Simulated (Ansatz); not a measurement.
The system is HfB2.

```
CELL_PARAMETERS angstrom
3.14000 0.00000 0.00000
-1.57000 2.71932 0.00000
0.00000 0.00000 3.48000
ATOMIC_POSITIONS crystal
Hf 0.00000 0.00000 0.00000
B 0.66667 0.33333 0.50000
B 0.33333 0.66667 0.50000
```

Base run:

```yaml
Program: Ansatz 0.2.0
Functional: PBEsol
Potentials_or_basis: all-electron LAPW, inner shells corrected to Dirac's equation
Cutoff: 260 eV
Density_cutoff: 1041 eV
Basis_error_allowed: 0.002 eV/atom
k_mesh: 10 × 10 × 8
Occupations: fermi-dirac, width 0.05 eV
Spin: no spin polarisation
```

Its results: pressure -4.2 GPa.

Problem. After a change of settings the same cell gave: pressure 5.9 GPa. Which change was it?
A. potentials or basis from all-electron LAPW, inner shells corrected to Dirac's equation to all-electron LAPW, non-relativistic
B. functional from PBEsol to LDA; potentials or basis from all-electron LAPW, inner shells corrected to Dirac's equation to all-electron LAPW, scalar-relativistic
C. potentials or basis from all-electron LAPW, inner shells corrected to Dirac's equation to all-electron PAW datasets made for the crystal
D. functional from PBEsol to PBE; potentials or basis from all-electron LAPW, inner shells corrected to Dirac's equation to all-electron LAPW, scalar-relativistic

Solution. A.

Caveats: relativity is left out, which matters for the heavier elements (some runs).

Not every run made on this cell is shown here.
